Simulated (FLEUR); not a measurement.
**Hf: equation of state with PBE**

Hf:

```
CELL_PARAMETERS angstrom
3.19670 0.00000 0.00000
-1.59835 2.76842 0.00000
0.00000 0.00000 5.05780
ATOMIC_POSITIONS crystal
Hf 0.66667 0.33333 0.75000
Hf 0.33333 0.66667 0.25000
```

| Item | Value |
| --- | --- |
| Program | FLEUR MaX-R8.1 (later development tree) |
| Task | equation of state |
| Functional | PBE |
| Potentials or basis | all-electron |
| Basis | FLAPW |
| Kmax | 3.8 1/bohr |
| k mesh | 10 × 10 × 5 |
| Occupations | fermi-dirac, width 0.05 eV |
| Spin | no spin polarisation |

```json
{
 "Equilibrium volume": "22.50 Å³/atom",
 "Bulk modulus at fixed shape and positions": "107 GPa",
 "Pressure derivative of the bulk modulus": "3.7"
}
```

Energy against volume, from the lowest point:
```
volume (Å³/atom)  energy (meV/atom)
          21.037              35.03
          21.485              16.29
          21.933               4.87
          22.380               0.00
          22.828               1.38
          23.276               8.25
          23.723              20.10
```

Caveat: the cell was scaled at fixed shape and fractional positions, which overstates the stiffness of a crystal with free parameters, most of all of layers and chains. Spin-orbit coupling is left out, which matters for the levels of Hf.
